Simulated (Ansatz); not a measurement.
Reactions of CHF, SMILES `[CH]F`.

Calculated with Ansatz (gas phase, PBE0-D4/def2-TZVP geometries, no zero-point term in ΔE). CCSD(T)/CBS adds triple-zeta CCSD(T) − MP2 to the extrapolated MP2 energy (def2 sets, frozen cores). Small cases extrapolate CCSD(T) itself. DFT in def2-TZVPP. No spin–orbit coupling; open shells (•) take unrestricted orbitals. Spin–orbit coupling would lower the free atoms: a little for C, Cl, F.

```csv
reaction,revPBE-D4 (kcal/mol),B2PLYP (kcal/mol)
`[CH]F` + F• → `[C]F`• + H–F,-61.7,-60.9
`[CH]F` → `[C]F`• + H•,75.6,77.4
`[CH]F` + `[SiH3]`• → `[C]F`• + SiH₄,-14.8,-17.7
`[CH]F` + Cl• → `[C]F`• + HCl,-28.8,-27.3
`[CH]F` → C• + F• + H•,214.2,209.9
`[CH]F` + `F[C](F)F`• → `[C]F`• + `FC(F)F`,-30.3,-33.4
```

Q: Give the CCSD(T)/CBS values in the same order. (Estimate.)

A: Ansatz gave: -61.7, 80.2, -16.5, -27.2, 212.2, -33.7 kcal/mol.

Largest T1 diagnostic: 0.020, for `[C]F`•.

Extrapolated directly: `[CH]F` + F• → `[C]F`• + H–F; `[CH]F` → `[C]F`• + H•; `[CH]F` + `[SiH3]`• → `[C]F`• + SiH₄; `[CH]F` + Cl• → `[C]F`• + HCl; `[CH]F` → C• + F• + H•.
